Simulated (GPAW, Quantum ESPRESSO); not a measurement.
The Cu K edge of atom 2 in CuI (Marshite, F-43m), with 4 I at 2.63 Å (tetrahedral, site symmetry -43m), was computed in 2 ways: full core hole (charged cell) and no core hole. Program and functional: Quantum ESPRESSO XSpectra, LDA, Lorentzian half width 0.78 eV up to 4 eV, rising linearly to 1.75 eV at 25 eV (not a setting of the program: the run's 0.4 eV curve was folded afterwards with a further Lorentzian); cells of 2 and 8 atoms (the run without a hole in the smaller).

Each run is counted from its own lowest empty level or Fermi level and scaled to a mean of 1 over its first 20 eV. (XSpectra's own axis starts at xe0, in the gap; it has been shifted.)

```
E (eV)  run 1  run 2
  -2.0   0.09   0.08
  -1.0   0.12   0.10
   0.0   0.18   0.14
   1.0   0.33   0.24
   2.0   0.64   0.45
   3.0   1.11   0.67
   4.0   1.45   1.12
   5.0   1.44   1.29
   6.0   1.14   1.02
   7.0   1.06   0.99
   8.0   0.97   1.28
   9.0   1.07   1.08
  10.0   1.14   1.04
  11.0   1.17   1.04
  12.0   1.13   1.44
  13.0   1.02   1.35
  14.0   1.01   1.12
  15.0   1.03   0.98
  16.0   0.97   0.95
  17.0   0.87   1.12
  18.0   0.88   1.17
  19.0   0.93   1.05
  20.0   0.95   0.99
  21.0   0.98   0.95
  22.0   0.98   1.01
  23.0   1.02   1.19
  24.0   1.01   1.23
  25.0   0.98   1.08
  26.0   0.94   0.99
  27.0   0.96   1.00
  28.0   1.07   1.10
  29.0   1.25   1.30
  30.0   1.30   1.43
  31.0   1.21   1.43
  32.0   1.13   1.39
```

The database entry behind the starting cell differs from later determinations by our own check (about 0.15 % long (mineral sample)), so it need not match the best structure at ambient conditions.

**Question.** Which run is which?

Run 1: full core hole (charged cell) (area from −2 to 6 eV 5.9, main maxima 4.5 eV (1.57), 10.7 eV (1.18), 14.8 eV (1.03) and 29.8 eV (1.31)). Run 2: no core hole (area from −2 to 6 eV 4.6, main maxima 4.6 eV (1.32), 8.0 eV (1.28), 12.4 eV (1.50) and 23.7 eV (1.24)). With each curve scaled to its own mean, the area from −2 to 6 eV with the hole is 5.9 against 4.6, and the centre of weight from −1 to 20 eV moves by -0.8 eV: the hole pulls the absorber's empty states down.

[Banner, clock and machine lines of the logs are left out without a mark of their own.]

[Logs are printed without paths, hosts, clocks, repeated set-up lines and the standing remarks that a program may print on its own settings, such as how far it seeks lower states.]

[Hosts, paths, dates, database ids (printed as entryN), source tags and the programs' standing remarks are cut or masked in the printed files.]

[Lists of maxima count a maximum above −3 eV only where it reaches 4 % of the highest in the window and stands out from its surroundings by 2 % of it (1.5 % where it reaches 55 %); shoulders and weaker maxima are passed over, and of the rest the first, up to two pre-edge ones and the few strongest are named.]
